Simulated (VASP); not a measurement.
# CoO (I4/mmm) in VASP: settings compared

The runs below take CoO through single point, relaxation of the atoms, with PBE+U, PBE.

Everything below comes from runs of VASP 6.6.1. Logs are shortened: lines on timing, memory, paths and dates and some standing lists are left out, and cuts for length are marked.

**1. The crystal as given**

It takes space group I4/mmm (No. 139, tetragonal). The conventional cell has a = 3.016 Å, b = 3.016 Å, c = 4.215 Å, α = 90.00°, β = 90.00°, γ = 90.00°. Around Co (site symmetry 4/mmm) lie 6 O at 2.11 to 2.13 Å. Around O (site symmetry 4/mmm) lie 6 Co at 2.11 to 2.13 Å.

**2. Single point, PBE+U, non-collinear spin, random start, spin-orbit coupling**

INCAR

```
SYSTEM = CoO
PREC = Accurate
ENCUT = 520
EDIFF = 1E-7
ISMEAR = 0
SIGMA = 0.05
LREAL = .FALSE.
LASPH = .TRUE.
NELM = 120
ALGO = Fast
ISIF = 2
LWAVE = .FALSE.
LCHARG = .FALSE.
LNONCOLLINEAR = .TRUE.
MAGMOM = -0.026 -1.589 -0.064 0 0 0
LORBIT = 11
LSORBIT = .TRUE.
GGA_COMPAT = .FALSE.
LORBMOM = .TRUE.
LMAXMIX = 4
LDAU = .TRUE.
LDAUTYPE = 2
LDAUL = 2 -1
LDAUU = 4 0
LDAUJ = 0 0
LDAUPRINT = 1
GGA = PE
NBANDS = 27
```

KPOINTS

```
Automatic mesh
0
G
  9 9 9
  0 0 0
```

POSCAR

```
CoO
1.0
   -1.5080004400      1.5080004400      2.1072503600
    1.5080004400     -1.5080004400      2.1072503600
    1.5080004400      1.5080004400     -2.1072503600
Co O
1 1
Direct
    0.0000000000      0.0000000000      0.0000000000
    0.5000000000      0.5000000000      0.0000000000
```

Potentials or basis: VASP PAW PBE potentials, release 64 (Co, O).

Started as:

```sh
$ cat potpaw_PBE.64/Co/POTCAR potpaw_PBE.64/O/POTCAR > POTCAR
$ mpirun -np 1 vasp_ncl > vasp.out
```

OUTCAR:

```text
SYSTEM = CoO
   PREC = Accurate
   ENCUT = 520
   EDIFF = 1E-7
   ISMEAR = 0
   LREAL = .FALSE.
   LASPH = .TRUE.
   NELM = 120
   ISIF = 2
   LNONCOLLINEAR = .TRUE.
   LORBIT = 11
   LSORBIT = .TRUE.
   GGA = PE

 ion  position               nearest neighbor table
   1  0.000  0.000  0.000-   2 2.11   2 2.11   2 2.13   2 2.13   2 2.13   2 2.13
   2  0.500  0.500  0.000-   1 2.11   1 2.11   1 2.13   1 2.13   1 2.13   1 2.13

  LATTYP: Found a body centered tetragonal cell.
 ALAT       =     3.0160008800
 C/A-ratio  =     1.3973804676

  Lattice vectors:

 A1 = (  -1.5080004400,   1.5080004400,   2.1072503600)
 A2 = (   1.5080004400,  -1.5080004400,   2.1072503600)
 A3 = (   1.5080004400,   1.5080004400,  -2.1072503600)

Analysis of symmetry for initial positions (statically):
=====================================================================
 Subroutine PRICEL returns:
 Original cell was already a primitive cell.

 Routine SETGRP: Setting up the symmetry group for a
 body centered tetragonal supercell.

 Subroutine GETGRP returns: Found 16 space group operations
 (whereof 16 operations were pure point group operations)
 out of a pool of 16 trial point group operations.

The static configuration has the point symmetry D_4h.

Analysis of symmetry for dynamics (positions and initial velocities):
=====================================================================
 Subroutine PRICEL returns:
 Original cell was already a primitive cell.

 Routine SETGRP: Setting up the symmetry group for a
 body centered tetragonal supercell.

 Subroutine GETGRP returns: Found 16 space group operations
 (whereof 16 operations were pure point group operations)
 out of a pool of 16 trial point group operations.

The dynamic configuration has the point symmetry D_4h.

Analysis of structural, dynamic, and magnetic symmetry:
=====================================================================
 Subroutine PRICEL returns:
 Original cell was already a primitive cell.

 Routine SETGRP: Setting up the symmetry group for a
 body centered tetragonal supercell.

 Subroutine GETGRP returns: Found  2 space group operations
 (whereof  2 operations were pure point group operations)
 out of a pool of 16 trial point group operations.

The overall configuration has the point symmetry S_2 .

 Subroutine INISYM returns: Found  2 space group operations
 (whereof  2 operations are pure point group operations),
[... 957 lines left out ...]
      0.00000      0.00000      0.00000        -0.000000     -0.000000      0.000000
      0.00000      0.00000      2.10725         0.000000      0.000000     -0.000000
 -----------------------------------------------------------------------------------
    total drift:                               -0.000000      0.000000     -0.000000

  FREE ENERGIE OF THE ION-ELECTRON SYSTEM (eV)
  ---------------------------------------------------
  free  energy   TOTEN  =       -11.9353416462 eV

  energy  without entropy=      -11.9353416462  energy(sigma->0) =      -11.93534165

 orbital moment (x)

 # of ion     p       d       tot
 ----------------------------------------
  1         0.000  -0.002  -0.002
  2         0.000   0.000   0.000
 ----------------------------------------
            0.000  -0.002  -0.002

 orbital moment (y)

 # of ion     p       d       tot
 ----------------------------------------
  1         0.000  -0.216  -0.215
  2        -0.000   0.000  -0.000
 ----------------------------------------
           -0.000  -0.216  -0.216

 orbital moment (z)

 # of ion     p       d       tot
 ----------------------------------------
  1         0.000  -0.008  -0.008
  2         0.000   0.000   0.000
 ----------------------------------------
            0.000  -0.008  -0.008

 Spin-Orbit-Coupling matrix elements

 Ion:    1  E_soc:     -0.0204114
 l=   1
     0.0000000    -0.0001764    -0.0001701
    -0.0001764     0.0000000    -0.0001778
    -0.0001701    -0.0001778     0.0000000
 l=   2
     0.0000000    -0.0006663     0.0000000    -0.0008562    -0.0018044
    -0.0006663     0.0000000    -0.0014811    -0.0007034    -0.0003470
     0.0000000    -0.0014811     0.0000000    -0.0014558     0.0000000
    -0.0008562    -0.0007034    -0.0014558     0.0000000    -0.0023672
    -0.0018044    -0.0003470     0.0000000    -0.0023672     0.0000000
 l=   3
     0.0000000     0.0000000     0.0000000     0.0000000     0.0000000     0.0000000     0.0000000
     0.0000000     0.0000000     0.0000000     0.0000000     0.0000000     0.0000000     0.0000000
     0.0000000     0.0000000     0.0000000     0.0000000     0.0000000     0.0000000     0.0000000
     0.0000000     0.0000000     0.0000000     0.0000000     0.0000000     0.0000000     0.0000000
     0.0000000     0.0000000     0.0000000     0.0000000     0.0000000     0.0000000     0.0000000
     0.0000000     0.0000000     0.0000000     0.0000000     0.0000000     0.0000000     0.0000000
     0.0000000     0.0000000     0.0000000     0.0000000     0.0000000     0.0000000     0.0000000

 Ion:    2  E_soc:     -0.0001546
 l=   1
     0.0000000    -0.0000139    -0.0000260
    -0.0000139     0.0000000    -0.0000373
    -0.0000260    -0.0000373     0.0000000
 l=   2
     0.0000000     0.0000000     0.0000000     0.0000000     0.0000000
     0.0000000     0.0000000     0.0000000     0.0000000     0.0000000
     0.0000000     0.0000000     0.0000000     0.0000000     0.0000000
     0.0000000     0.0000000     0.0000000     0.0000000     0.0000000
     0.0000000     0.0000000     0.0000000     0.0000000     0.0000000
 l=   3
     0.0000000     0.0000000     0.0000000     0.0000000     0.0000000     0.0000000     0.0000000
     0.0000000     0.0000000     0.0000000     0.0000000     0.0000000     0.0000000     0.0000000
     0.0000000     0.0000000     0.0000000     0.0000000     0.0000000     0.0000000     0.0000000
     0.0000000     0.0000000     0.0000000     0.0000000     0.0000000     0.0000000     0.0000000
     0.0000000     0.0000000     0.0000000     0.0000000     0.0000000     0.0000000     0.0000000
     0.0000000     0.0000000     0.0000000     0.0000000     0.0000000     0.0000000     0.0000000
     0.0000000     0.0000000     0.0000000     0.0000000     0.0000000     0.0000000     0.0000000

 total charge

# of ion       s       p       d       tot
------------------------------------------
    1        0.308   0.377   7.133   7.817
    2        1.551   3.473   0.000   5.024
--------------------------------------------------
tot          1.859   3.850   7.133  12.841

 magnetization (x)

# of ion       s       p       d       tot
------------------------------------------
    1       -0.000  -0.000  -0.043  -0.043
    2       -0.000  -0.003   0.000  -0.003
--------------------------------------------------
tot         -0.001  -0.003  -0.043  -0.046

 magnetization (y)

# of ion       s       p       d       tot
------------------------------------------
    1       -0.021  -0.018  -2.725  -2.765
    2       -0.021  -0.169   0.000  -0.190
--------------------------------------------------
tot         -0.042  -0.188  -2.725  -2.955

 magnetization (z)

# of ion       s       p       d       tot
------------------------------------------
    1       -0.001  -0.001  -0.116  -0.118
    2       -0.001  -0.007   0.000  -0.008
--------------------------------------------------
tot         -0.002  -0.008  -0.116  -0.126
```

OSZICAR:

```text
N       E                     dE             d eps       ncg     rms          rms(c)
DAV:   1     0.124076014214E+03    0.12408E+03   -0.68299E+03 20174   0.138E+03
DAV:   2     0.870971000847E+00   -0.12321E+03   -0.11024E+03 20666   0.316E+02
DAV:   3    -0.116030931357E+02   -0.12474E+02   -0.11772E+02 21469   0.114E+02
[... 32 lines left out ...]
RMM:  36    -0.119353418477E+02    0.40151E-07   -0.10747E-05 25228   0.305E-02    0.193E-03
RMM:  37    -0.119353415813E+02    0.26638E-06   -0.39838E-06 22659   0.181E-02    0.122E-03
RMM:  38    -0.119353416451E+02   -0.63729E-07   -0.14864E-06 21705   0.118E-02    0.115E-03
RMM:  39    -0.119353415540E+02    0.91104E-07   -0.11883E-06 21738   0.101E-02    0.855E-04
RMM:  40    -0.119353416462E+02   -0.92243E-07   -0.37529E-07 19453   0.606E-03
   1 F= -.11935342E+02 E0= -.11935342E+02  d E =-.129959E-11  mag=    -0.0468    -2.9938    -0.1275
```

stdout:

```text
POSCAR found type information on POSCAR CoO
 POSCAR found :  2 types and       2 ions
 scaLAPACK will be used
 LDA part: xc-table for (Slater+PW92), standard interpolation
 POSCAR, INCAR and KPOINTS ok, starting setup
 FFT: planning ... GRIDC
 FFT: planning ... GRID_SOFT
 FFT: planning ... GRID
 WAVECAR not read
 entering main loop
WARNING in EDDRMM: call to ZHEGV failed, returncode =   8  4     27
WARNING in EDDRMM: call to ZHEGV failed, returncode =   6  3     26
```

Run time: 13 min. Hardware: 1 thread of AMD EPYC 9R45 (Zen 5), shared host; peak memory 0.39 GiB.

What came out:

* Free energy: -11.9353 eV
* Pressure: 6.6 GPa
* Net moment: 3.00 μB per cell
* Valence electrons inside the program's atomic spheres: Co 7.82; O 5.02

Moments on the atoms (μB; x, y, z):
```
Co  -0.04 -2.77 -0.12
O    0.00 -0.19 -0.01
```

Caveat: a cell with one magnetic atom can't hold antiferromagnetic order, which such compounds often take. The state reached can hang on the start; a lower one may exist.

[end of part 1 of 2]
